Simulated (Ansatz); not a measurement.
# As: the cost of one run

Method: DFT PBEsol, scalar-relativistic, plane waves, PAW, in Ansatz 0.2.0.

**1. The starting structure**

It takes space group Im-3m (No. 229, cubic). Conventional cell: a = 3.743 Å, b = 3.743 Å, c = 3.743 Å, α = 90.00°, β = 90.00°, γ = 90.00°. Sb (site symmetry m-3m) has 8 Sb at 3.24 Å as nearest neighbours.

Structure file:

```cif
data_structure
_symmetry_space_group_name_H-M 'P 1'
_symmetry_Int_Tables_number 1
_cell_length_a 3.2413
_cell_length_b 3.2413
_cell_length_c 3.2413
_cell_angle_alpha 109.471
_cell_angle_beta 109.471
_cell_angle_gamma 109.471
_cell_volume 26.21
loop_
_atom_site_label
_atom_site_type_symbol
_atom_site_fract_x
_atom_site_fract_y
_atom_site_fract_z
_atom_site_occupancy
Sb1 Sb 0.00000 0.00000 0.00000 1
```

The structure comes from the Materials Project (structure only).

**2. Substitution of an element, cell strained: Sb → As, first probe**

What differs from the listed cell: As takes all sites of Sb, and lengths are scaled by 0.914 as a first guess of the size; strain xx, yy, zz, yz, xz, xy = -2.6, -2.6, -2.6, +0.0, +0.0, +0.0 %.

Contents of input.yaml:

```yaml
crystal:
  lattice:
    - [-1.6650069748, 1.6650069748, 1.6650069748]
    - [1.6650069748, -1.6650069748, 1.6650069748]
    - [1.6650069748, 1.6650069748, -1.6650069748]
  atoms:
    - { symbol: As, position: [0.0, 0.0, 0.0] }
basis:
  ecutwfc: 420
kpoints:
  mp_grid: { grid: [8, 8, 8] }
hamiltonian:
  xc: pbesol
scf:
  occupations: { method: gaussian, width: 0.1 }
output:
  forces: true
  stress: true
  eigenvalues: true
```

The run is started by

```sh
$ ansatz run input.yaml --threads 1 --pin off --max-ram 1331MiB --backend cpu --events-out ev --progress --plain --runs-dir out
```

Q: Estimate wall time and peak memory on 1 thread of an x86-64 CPU, shared host.

About 1.7 s, with a peak of 0.28 GiB.
